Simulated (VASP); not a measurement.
# CoSn (P6/mmm) in VASP: relaxation of cell and atoms with r2SCAN

Aim: the relaxation of cell and atoms of CoSn with r2SCAN.

Everything below comes from runs of VASP 6.6.1. Logs are shortened: lines on timing, memory, paths and dates and some standing lists are left out, and cuts for length are marked.

### 1 The structure

It takes space group P6/mmm (No. 191, hexagonal). The conventional cell has a = 5.246 Å, b = 5.246 Å, c = 4.188 Å, α = 90.00°, β = 90.00°, γ = 120.00°. Co (site symmetry mmm) is surrounded by 6 Sn at 2.58 to 2.62 Å and 4 Co at 2.62 Å. Sn (site symmetry -6m2) has 6 Co at 2.58 Å as nearest neighbours. Sn (site symmetry 6/mmm) is surrounded by 6 Co at 2.62 Å.

The cell is a database's computed one.

### 2 Relaxation of cell and atoms, r2SCAN

Contents of INCAR:

```
SYSTEM = CoSn
ALGO = Normal
EDIFF = 1E-7
EDIFFG = -0.004
ENCUT = 600
IBRION = 2
ISIF = 3
ISMEAR = 0
LASPH = .True.
LCHARG = .False.
LMIXTAU = .True.
LREAL = .False.
LWAVE = .False.
METAGGA = R2SCAN
NELM = 80
NSW = 80
PREC = Accurate
SIGMA = 0.1
```

Contents of KPOINTS:

```
k-points
0
Gamma
  7 7 6
  0 0 0
```

Contents of POSCAR:

```
CoSn
1.0
    5.2460399300      0.0000000000      0.0000000000
   -2.6230199600      4.5432038500      0.0000000000
    0.0000000000      0.0000000000      4.1875903000
Co Sn
3 3
Direct
    0.0000000000      0.5000000000      0.0000000000
    0.5000000000      0.5000000000      0.0000000000
    0.5000000000      0.0000000000      0.0000000000
    0.6666666700      0.3333333300      0.5000000000
    0.3333333300      0.6666666700      0.5000000000
    0.0000000000      0.0000000000      0.0000000000
```

Potentials or basis: VASP PAW PBE potentials, release 64 (Co, Sn_d).

Run with:

```bash
$ cat potpaw_PBE.64/Co/POTCAR potpaw_PBE.64/Sn_d/POTCAR > POTCAR
$ mpirun -np 1 vasp_std > vasp.out
```

OUTCAR:

```text
SYSTEM = CoSn
   EDIFF = 1E-7
   EDIFFG = -0.004
   ENCUT = 600
   IBRION = 2
   ISIF = 3
   ISMEAR = 0
   LASPH = .True.
   LREAL = .False.
   METAGGA = R2SCAN
   NELM = 80
   NSW = 80
   PREC = Accurate

 ion  position               nearest neighbor table
   1  0.000  0.500  0.000-   4 2.58   5 2.58   4 2.58   5 2.58   6 2.62   6 2.62   2 2.62   2 2.62
                             3 2.62   3 2.62
   2  0.500  0.500  0.000-   4 2.58   5 2.58   4 2.58   5 2.58   3 2.62   3 2.62   1 2.62   1 2.62
                             6 2.62   6 2.62
   3  0.500  0.000  0.000-   4 2.58   5 2.58   4 2.58   5 2.58   2 2.62   2 2.62   6 2.62   6 2.62
                             1 2.62   1 2.62
   4  0.667  0.333  0.500-   3 2.58   3 2.58   1 2.58   1 2.58   2 2.58   2 2.58   5 3.03   5 3.03
                             5 3.03   6 3.68   6 3.68   6 3.68   6 3.68   6 3.68   6 3.68
   5  0.333  0.667  0.500-   3 2.58   3 2.58   1 2.58   1 2.58   2 2.58   2 2.58   4 3.03   4 3.03
                             4 3.03   6 3.68   6 3.68   6 3.68   6 3.68   6 3.68   6 3.68
   6  0.000  0.000  0.000-   1 2.62   1 2.62   3 2.62   3 2.62   2 2.62   2 2.62   5 3.68   4 3.68
                             5 3.68   4 3.68   4 3.68   4 3.68   5 3.68   5 3.68   4 3.68   5 3.68

  LATTYP: Found a hexagonal cell.
 ALAT       =     5.2460399300
 C/A-ratio  =     0.7982383581

  Lattice vectors:

 A1 = (   5.2460399300,   0.0000000000,   0.0000000000)
 A2 = (  -2.6230199600,   4.5432038500,   0.0000000000)
 A3 = (   0.0000000000,   0.0000000000,   4.1875903000)

Analysis of symmetry for initial positions (statically):
=====================================================================
 Subroutine PRICEL returns:
 Original cell was already a primitive cell.

 Routine SETGRP: Setting up the symmetry group for a
 hexagonal supercell.

 Subroutine GETGRP returns: Found 24 space group operations
 (whereof 24 operations were pure point group operations)
 out of a pool of 24 trial point group operations.

The static configuration has the point symmetry D_6h.

Analysis of symmetry for dynamics (positions and initial velocities):
=====================================================================
 Subroutine PRICEL returns:
 Original cell was already a primitive cell.

 Routine SETGRP: Setting up the symmetry group for a
 hexagonal supercell.

 Subroutine GETGRP returns: Found 24 space group operations
 (whereof 24 operations were pure point group operations)
 out of a pool of 24 trial point group operations.

The dynamic configuration has the point symmetry D_6h.

 Subroutine INISYM returns: Found 24 space group operations
 (whereof 24 operations are pure point group operations),
 and found     1 'primitive' translations

----------------------------------------------------------------------------------------

                                     Primitive cell

  volume of cell :      99.8063

  direct lattice vectors                    reciprocal lattice vectors
     5.246039930  0.000000000  0.000000000     0.190619975  0.110054494  0.000000000
    -2.623019960  4.543203850  0.000000000     0.000000000  0.220108988  0.000000000
     0.000000000  0.000000000  4.187590300     0.000000000  0.000000000  0.238800821

  length of vectors
     5.246039930  5.246039929  4.187590300     0.220108988  0.220108988  0.238800821

  position of ions in fractional coordinates (direct lattice)
     0.000000000  0.500000000  0.000000000
     0.500000000  0.500000000  0.000000000
     0.500000000  0.000000000  0.000000000
     0.666666670  0.333333330  0.500000000
     0.333333330  0.666666670  0.500000000
     0.000000000  0.000000000  0.000000000

  ion indices of the primitive-cell ions
   primitive index   ion index
                 1           1
                 2           2
                 3           3
                 4           4
                 5           5
                 6           6

----------------------------------------------------------------------------------------

 KPOINTS: k-points

Automatic generation of k-mesh.
 Grid dimensions read from file:
 generate k-points for:    7    7    6

 Generating k-lattice:

  Cartesian coordinates                     Fractional coordinates (reciprocal lattice)
     0.027231425  0.015722071  0.000000000     0.142857143  0.000000000  0.000000000
     0.000000000  0.031444141  0.000000000     0.000000000  0.142857143  0.000000000
     0.000000000  0.000000000  0.039800137     0.000000000  0.000000000  0.166666667

  Length of vectors
     0.031444141  0.031444141  0.039800137

  Shift w.r.t. Gamma in fractional coordinates (k-lattice)
     0.000000000  0.000000000  0.000000000

 Subroutine IBZKPT returns following result:
 ===========================================

 Found     32 irreducible k-points:

 Following reciprocal coordinates:
            Coordinates               Weight
  0.000000  0.000000  0.000000      1.000000
  0.142857  0.000000  0.000000      6.000000
  0.285714  0.000000  0.000000      6.000000
  0.428571  0.000000  0.000000      6.000000
  0.142857  0.142857  0.000000      6.000000
  0.285714  0.142857  0.000000     12.000000
[... 16 lines left out ...]
  0.428571  0.142857  0.333333     12.000000
  0.285714  0.285714  0.333333     12.000000
 [... further k-points ...]
   k-points           NKPTS =     32   k-points in BZ     NKDIM =     32   number of bands    NBANDS=     41
   number of dos      NEDOS =    301   number of ions     NIONS =      6
   total plane-waves  NPLWV =  63504
   dimension x,y,z NGX =    42 NGY =   42 NGZ =   36
   dimension x,y,z NGXF=    84 NGYF=   84 NGZF=   72
   ions per type =               3   3
   NGX,Y,Z   is equivalent  to a cutoff of  13.31, 13.31, 14.29 a.u.
   NGXF,Y,Z  is equivalent  to a cutoff of  26.62, 26.62, 28.58 a.u.
 SYSTEM =  CoSn
   PREC   = accura    normal or accurate (medium, high low for compatibility)
   ISTART =      0    job   : 0-new  1-cont  2-samecut
   ICHARG =      2    charge: 1-file 2-atom 10-const
   ISPIN  =      1    spin polarized calculation?
   LNONCOLLINEAR =      F non collinear calculations
   LSORBIT =      F    spin-orbit coupling
   LASPH  =      T    aspherical Exc in radial PAW
   ENCUT  =  600.0 eV  44.10 Ry    6.64 a.u.  10.48 10.48  8.36*2*pi/ulx,y,z
   NELM   =     80;   NELMIN=  2; NELMDL= -5     # of ELM steps
   EDIFF  = 0.1E-06   stopping-criterion for ELM
   LREAL  =      F    real-space projection
   EDIFFG = -.4E-02   stopping-criterion for IOM
   NSW    =     80    number of steps for IOM
   IBRION =      2    ionic relax: 0-MD 1-quasi-New 2-CG
   NFREE  =      1    steps in history (QN), initial steepest desc. (CG)
   ISIF   =      3    stress and relaxation
   ISYM   =      2    0-nonsym 1-usesym 2-fastsym
   POTIM  = 0.5000    time-step for ionic-motion
   TEBEG  =    0.0;   TEEND  =   0.0 temperature during run
   PSTRESS=    0.0 pullay stress
   NELECT =      69.0000    total number of electrons
   NUPDOWN=      -1.0000    fix difference up-down
   EMIN   =  10.00;   EMAX   =-10.00  energy-range for DOS
   EFERMI =   0.00;   METHOD = LEGACY
   ISMEAR =     0;   SIGMA  =   0.10  broadening in eV -4-tet -1-fermi 0-gaus
   EFERMI_NEDOS =   21; number of points for ismear=-14 and -15
   IALGO  =     38    algorithm
   IMIX   =      4    mixing-type and parameters
     AMIX     =   0.40;   BMIX     =  1.00
     AMIX_MAG =   1.60;   BMIX_MAG =  1.00
  volume/ion in A,a.u.               =      16.63       112.25
  Fermi-wavevector in a.u.,A,eV,Ry     =   1.447567  2.735504 28.510312  2.095449
  Thomas-Fermi vector in A             =   2.565507
   LORBIT       =      0    0 simple, 1 ext, 2 COOP (PROOUT), +10 PAW based schemes
   METAGGA = R2SCAN    functional components
   LHFCALC =     F    Hartree Fock is set to
   AEXX    =    0.0000 exact exchange contribution
   IVDW    =     0    specifies the selected vdW correction
   LEPSILON=     F    determine dielectric tensor
   LRPA    =     F    only Hartree local field effects (RPA)
 conjugate gradient relaxation of ions
 non-spin polarized calculation
 Gauss-broadening in eV      SIGMA  =   0.10
  energy-cutoff  :      600.00
  volume of cell :       99.81
 maximum number of plane-waves:      3377
 NGX is ok and might be reduce to    42
   NGX = 21   NGY = 21   NGZ = 17

--------------------------------------- Ionic step        1  -------------------------------------------

 number of electron      69.0000021 magnetization

 Free energy of the ion-electron system (eV)
  ---------------------------------------------------
  ext. energy  EPLUGINS =         0.00000000
  ---------------------------------------------------
  free energy    TOTEN  =      -113.63322345 eV

  energy without entropy =     -113.61209175  energy(sigma->0) =     -113.62265760

------------------------ aborting loop because EDIFF is reached ----------------------------------------

  FORCE on cell =-STRESS in cart. coord.  units (eV):
  Direction    XX          YY          ZZ          XY          YZ          ZX
  --------------------------------------------------------------------------------------
  -------------------------------------------------------------------------------------
  Total        0.0015397      0.0015397      0.1931421      0.0000000     -0.0000000      0.0000000
  in kB        0.0247169      0.0247169      3.1004841      0.0000000     -0.0000000      0.0000000
  external PRESSURE =       1.0499726 kB  Pullay stress =       0.0000000 kB
[... 145 lines left out ...]
  energy  without entropy=     -113.6121514481  energy(sigma->0) =     -113.62273698

--------------------------------------- Ionic step        5  -------------------------------------------

 number of electron      69.0000021 magnetization

 Free energy of the ion-electron system (eV)
  ---------------------------------------------------
  ext. energy  EPLUGINS =         0.00000000
  ---------------------------------------------------
  free energy    TOTEN  =      -113.63333176 eV

  energy without entropy =     -113.61214909  energy(sigma->0) =     -113.62274043

 E-fermi :  10.0526     XC(G=0): -12.8908

 val. band max:       10.0378153642   @ k =   0.1429   0.1429   0.0000
 cond. band min:      10.0612195541   @ k =   0.0000   0.0000   0.5000
 fundamental gap:      0.0234041898
 Fermi energy:        10.0526198550

 k-point     1 :       0.0000    0.0000    0.0000
  band No.  band energies     occupation
      1     -12.1792      2.00000
      2     -12.0528      2.00000
      3     -12.0528      2.00000
      4     -12.0097      2.00000
      5     -12.0097      2.00000
      6     -11.9148      2.00000
[... 1045 lines left out ...]
     40      14.4780      0.00000
     41      14.8930      0.00000

 [... further k-points ...]

------------------------ aborting loop because EDIFF is reached ----------------------------------------

  FORCE on cell =-STRESS in cart. coord.  units (eV):
  Direction    XX          YY          ZZ          XY          YZ          ZX
  --------------------------------------------------------------------------------------
  -------------------------------------------------------------------------------------
  Total        0.0217129      0.0217129     -0.0036420      0.0000000     -0.0000000      0.0000000
  in kB        0.3483477      0.3483477     -0.0584303      0.0000000     -0.0000000      0.0000000
  external PRESSURE =       0.2127550 kB  Pullay stress =       0.0000000 kB
[... 21 lines left out ...]
  FREE ENERGIE OF THE ION-ELECTRON SYSTEM (eV)
  ---------------------------------------------------
  free  energy   TOTEN  =      -113.6333317632 eV

  energy  without entropy=     -113.6121490873  energy(sigma->0) =     -113.62274043

 reached required accuracy - stopping structural energy minimisation
```

Wall time 16 min (1 thread of Intel Xeon 6975P-C (Granite Rapids), shared host); peak memory 0.36 GiB.

What came out:

```
Free energy                            : -113.6333 eV
Relaxed volume                         : 16.64 Å³/atom
Relaxed cell                           : a = 5.244 Å, b = 5.244 Å, c = 4.193 Å, α = 90.00°, β = 90.00°, γ = 120.00°
Space group after relaxing (to 0.05 Å) : P6/mmm (No. 191)
Energy gained by relaxing              : 0.0 meV/atom
Ionic steps                            : 5
Pressure after relaxing                : 0.0 GPa
Band gap on the k mesh                 : none (metal or under the smearing width)
```

Step by step:
```
step  energy change (eV)  largest force (eV/Å)  pressure (GPa)  volume (Å³)
   1              0.0000                0.0000            0.10        99.81
   2             -0.0001                0.0000           -0.12        99.96
   3             -0.0001                0.0000           -0.04        99.91
   4             -0.0001                0.0000           -0.05        99.92
   5             -0.0001                0.0000            0.02        99.87
```

Final structure:
```
Co Sn
1.0
     5.24434    0.00000    0.00000
    -2.62217    4.54173    0.00000
     0.00000    0.00000    4.19279
Co Sn
3 3
Direct
  0.00000 0.50000 0.00000
  0.50000 0.50000 0.00000
  0.50000 0.00000 0.00000
  0.66667 0.33333 0.50000
  0.33333 0.66667 0.50000
  0.00000 0.00000 0.00000
```

Levels at points of the mesh, in eV from the Fermi level:
```
           k point  band 32  band 33  band 34  band 35  band 36  band 37
(0.00, 0.00, 0.00)    -0.51    -0.45    -0.45     0.68     0.74     1.53
(0.00, 0.00, 0.50)    -0.60    -0.54    -0.54    -0.48    -0.48     0.01
```

Caveat: the PAW data sets were made with another functional, which shifts forces and pressure a little.
